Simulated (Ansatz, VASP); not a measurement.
## Al in VASP and in Ansatz

```xyz
4
Lattice="2.8643 0.0000 0.0000 -1.4321 2.4805 0.0000 0.0000 0.0000 9.3069" Properties=species:S:1:pos:R:3 pbc="T T T"
Al    1.4321    0.8268    6.9802
Al    0.0000    0.0000    4.6534
Al    0.0000    1.6537    2.3267
Al    0.0000    0.0000    0.0000
```

Change from the starting cell: volume scaled by 1.04.

Alike in both runs: task single point; functional PBEsol; k mesh 11 × 11 × 3; occupations fermi-dirac, width 0.05 eV; no spin polarisation.

```csv
,VASP,Ansatz
version,VASP 6.6.1,Ansatz 0.2.0
potentials or method,"VASP PAW PBE potentials, release 64 (Al)",Ansatz PAW
plane-wave cutoff (eV),520,420
valence electrons in the cell,12,12
```

```csv
,VASP,Ansatz,Ansatz less VASP
gap on the k mesh at the Fermi level (eV),none,none,-
pressure (GPa),-1.2,-1.2,-0.05
largest component of the traceless stress (GPa),1.17,1.16,-0.009
```

A gap of «none» marks a metal or a gap that the smearing closes.

Caveats: the PAW data sets were made with another functional, which shifts forces and pressure a little (VASP); the PAW data sets come from PBE, with cores solved anew for the run's functional, which leaves a small shift of forces and pressure (Ansatz).
